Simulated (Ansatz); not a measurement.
N2 on the (111) surface of NbN, space group Fm-3m (No. 225) (top face towards +c; held atoms: 1, 2, 3, 4, 5, 6, 7, 8, 9, 10, 11, 12), one molecule per 33.3 Å². Starting structure (upright, lowest atom N over a bridge Nb-Nb site; the molecule's atoms stand last):

```
CELL_PARAMETERS angstrom
6.20116 0.00000 0.00000
-3.10058 5.37036 0.00000
0.00000 0.00000 25.42903
ATOMIC_POSITIONS crystal
Nb 0.16667 0.33333 0.31460
Nb 0.16667 0.83333 0.31460
Nb 0.66667 0.33333 0.31460
Nb 0.66667 0.83333 0.31460
N 0.33333 0.16667 0.36438
N 0.33333 0.66667 0.36438
N 0.83333 0.16667 0.36438
N 0.83333 0.66667 0.36438
Nb 0.50000 0.50000 0.41416
Nb 0.50000 0.00000 0.41416
Nb 0.00000 0.50000 0.41416
Nb 0.00000 0.00000 0.41416
N 0.66667 0.33333 0.46352
N 0.66667 0.83333 0.46352
N 0.16667 0.33333 0.46352
N 0.16667 0.83333 0.46352
Nb 0.83333 0.66667 0.51900
Nb 0.83333 0.16667 0.51900
Nb 0.33333 0.66667 0.51900
Nb 0.33333 0.16667 0.51900
N 0.00000 0.50000 0.55470
N 0.00000 0.00000 0.55470
N 0.50000 0.50000 0.55470
N 0.50000 0.00000 0.55470
N 0.08333 0.66667 0.64948
N 0.08333 0.66667 0.69273
```

The calculation used DFT PBE+D3(BJ), scalar-relativistic, plane waves, PAW in Ansatz. Plane waves to 420 eV, a k mesh through Γ of 4×4×1 on the computed 26-atom cell and Gaussian smearing (0.10 eV); no spin polarisation. The cell repeats along c with a dipole correction in the vacuum.

E_ads is per molecule, from the clean relaxed slab and the free relaxed molecule; negative means bound; no zero-point or thermal terms, forces under 0.04 eV/Å, and the free molecule is spin-polarised where open-shell. Heights count from the highest slab atom.

Problem. How strongly does it adsorb?

Solution. -0.43 eV.

Problem. Does the molecule survive, and how close does it come to the surface?

Solution. It stays whole. Its lowest atom lies 2.86 Å over the highest slab atom; shortest contacts N–N 3.19 Å.

Problem. How do the dipole along +c and the top face's work function change?

Solution. The dipole changes by +0.002 e·Å a cell, the work function by +0.03 eV.

Each end is the local minimum that its start leads to.